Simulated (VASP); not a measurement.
Here is a VASP 6.6.1 calculation.

Contents of INCAR:

```
PREC = Accurate ; ENCUT = 520
EDIFF = 1E-6 ; ISMEAR = 1
SIGMA = 0.025 ; LREAL = False
LASPH = True ; NELM = 150
ALGO = Fast ; ISIF = 2
LWAVE = False ; LCHARG = True
ISPIN = 2 ; MAGMOM = 1 0
LORBIT = 11 ; LMAXMIX = 4
LDAU = True ; LDAUTYPE = 2
LDAUL = 2 -1 ; LDAUU = 8 0
LDAUJ = 0 0 ; LDAUPRINT = 1
GGA = PE ; IVDW = 12
LELF = True ; LVHAR = True
NBANDS = 20
```

The input KPOINTS:

```
regular mesh
0
Gamma
  8 8 6
```

Contents of POSCAR:

```
MoP
1.0
    3.2230000000      0.0000000000      0.0000000000
   -1.6115000000      2.7911998764      0.0000000000
    0.0000000000      0.0000000000      3.1910000000
Mo P
1 1
Direct
    0.0051377434      0.0042401217     -0.0001260934
    0.3384632566      0.6709028783      0.4998860934
```

Potentials or basis: VASP PAW PBE potentials, release 64 (Mo_sv, P).

Run with:

```console
$ cat potpaw_PBE.64/Mo_sv/POTCAR potpaw_PBE.64/P/POTCAR > POTCAR
$ mpirun -np 1 vasp_std > vasp.out
```

**Question.** Estimate the net moment.

**Answer.** 0.03 μB per cell.

**Question.** Estimate the site moments.

**Answer.** Mo +0.04; P -0.01 μB.

**Question.** Predict the pressure.

**Answer.** 2.5 GPa.

Eigenvalues of the final occupation matrices:
```
    site  spin  trace               eigenvalues
site 1 d     1   2.04  0.24 0.39 0.39 0.51 0.51
site 1 d     2   2.00  0.24 0.38 0.38 0.50 0.50
```

Caveat: pairwise dispersion overbinds metals, which lowers pressure and volume; the U is typed as a test and isn't derived for this compound. The state reached can hang on the start; a lower one may exist.
